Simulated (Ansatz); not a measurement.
All numbers below come from DFT PBE, scalar-relativistic, plane waves, PAW in Ansatz 0.2.0. Settings: cutoff 420 eV, Γ-centred meshes spaced at most about 0.3 Å⁻¹, and about 0.25 Å⁻¹ or finer for metals (2π included), Gaussian smearing. No spin polarisation.

Each guess is relaxed in cell and atoms at zero pressure, on a coarse mesh first where it starts far from rest and then on a converged one. The steps can't lower the symmetry of the start, but it can rise. Energies are static (0 K, no zero-point motion).

Two unrelaxed guesses for HfH5:

Guess 1.

Space group F-43m (No. 216). a = 6.100 Å, b = 6.100 Å, c = 6.100 Å, α = 90.00°, β = 90.00°, γ = 90.00°
| atom | site | symmetry | x | y | z |
| --- | --- | --- | --- | --- | --- |
| Hf | 4a | -43m | 0.0000 | 0.0000 | 0.0000 |
| H | 16e | .3m | 0.6250 | 0.1250 | 0.8750 |
| H | 4d | -43m | 0.2500 | 0.2500 | 0.7500 |

Guess 2.

Space group Pbam (No. 55). a = 4.335 Å, b = 5.867 Å, c = 5.392 Å, α = 90.00°, β = 90.00°, γ = 90.00°
| atom | site | symmetry | x | y | z |
| --- | --- | --- | --- | --- | --- |
| Hf | 2a | ..2/m | 0.0000 | 0.0000 | 0.0000 |
| H | 8i | 1 | 0.3444 | 0.3196 | 0.3195 |
| H | 2b | ..2/m | 0.0000 | 0.0000 | 0.5000 |

Question: Do they relax into the same structure? If not, which is lower?

Answer: No. Guess 2 ends lower, by 75 meV/atom. Guess 1: F-43m at 9.5 Å³/atom → F-43m at 5.6 Å³/atom; Guess 2: Pbam at 11.4 Å³/atom → P4/mmm at 8.1 Å³/atom. Counting H atoms around Hf (those within 1.25 times the shortest such distance or 1.15 times the sum of covalent radii, 1.27 where that leaves under three), the end of guess 1 has Hf 16 and the end of guess 2 has Hf 10. End of guess 1. Conventional cell: a = 5.136 Å. Hf is surrounded by 16 H at 2.13–2.22 Å; H on a site of symmetry 3m has 6 H at 1.80–1.83 Å, 3 H at 2.13 Å and 3 Hf at 2.13 Å; around H on a site of symmetry -43m lie 12 H at 2.13 Å and 4 Hf at 2.22 Å. End of guess 2. Conventional cell: a = 3.409 Å, c = 4.184 Å. Hf is surrounded by 10 H at 1.99–2.09 Å; H on a site of symmetry 2mm is surrounded by 2 Hf at 1.99 Å, 4 H at 2.01–2.13 Å and 4 H at 2.41 Å; H on a site of symmetry 4/mmm has 8 H at 2.01 Å and 2 Hf at 2.09 Å.

Ends held by symmetry can be saddle points. Neither end is the lowest form computed: that has space group Cmmm (No. 65) and lies 101 meV/atom below the better end. Even the lowest of the cells shown lies +0.13 eV/atom against the elements. Spin–orbit coupling, which can matter for Hf, is left out. With hydrogen, zero-point motion can shift such differences by 10 meV/atom or more. Some types were kept out of the candidates beforehand, so the set may lack a known form.
